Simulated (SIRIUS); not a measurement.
Runs of SIRIUS 7.10.0 on CuO. Symmetry: F-43m, No. 216, cubic system. Conventional cell: a = 4.655 Å, b = 4.655 Å, c = 4.655 Å, α = 90.00°, β = 90.00°, γ = 90.00°. Around Cu (site symmetry -43m) lie 4 O at 2.02 Å. O (site symmetry -43m) has 4 Cu at 2.02 Å as nearest neighbours. Measurements of this composition are mostly on another form, of space group No. 15.

```csv
level,gap on the mesh (eV),pressure (GPa),relaxed volume (Å³/atom)
RPBE,none,0.0,11.99
RPBE+D4,none,0.0,(a)
RPBE+D3(BJ),none,-0.1,10.53
RPBE+D3,none,-0.1,11.70
```

Alike in all rows: task relaxation of cell and atoms; potentials or basis PseudoDojo 0.4.1 PBE standard (scalar relativistic); no spin polarisation; cell relaxed; k mesh 5 × 5 × 5; cutoff (eV) 1254; smearing fermi-dirac 0.05 eV; the mesh is coarse, so values aren't converged.

Question: Estimate the missing entries.

Answer: (a) 11.29.

Caveats: all runs use coarse meshes; the potentials were made for another functional, which shifts forces and pressure; an odd number of electrons without spin polarisation forces a metal; a magnetic or distorted state may lie lower; the run has no spin polarisation, though such a crystal can be magnetic; semilocal functionals often make such compounds metallic where correlation or magnetic order opens a gap, which also shifts bond lengths; pairwise dispersion overbinds metals, which lowers pressure and volume (some runs); the volume moved by over 15 % at a fixed basis, so the end points are rough (some runs).

A gap of «none» marks a metal or a gap under the smearing width.

Runs at the PBE level aren't shown here.
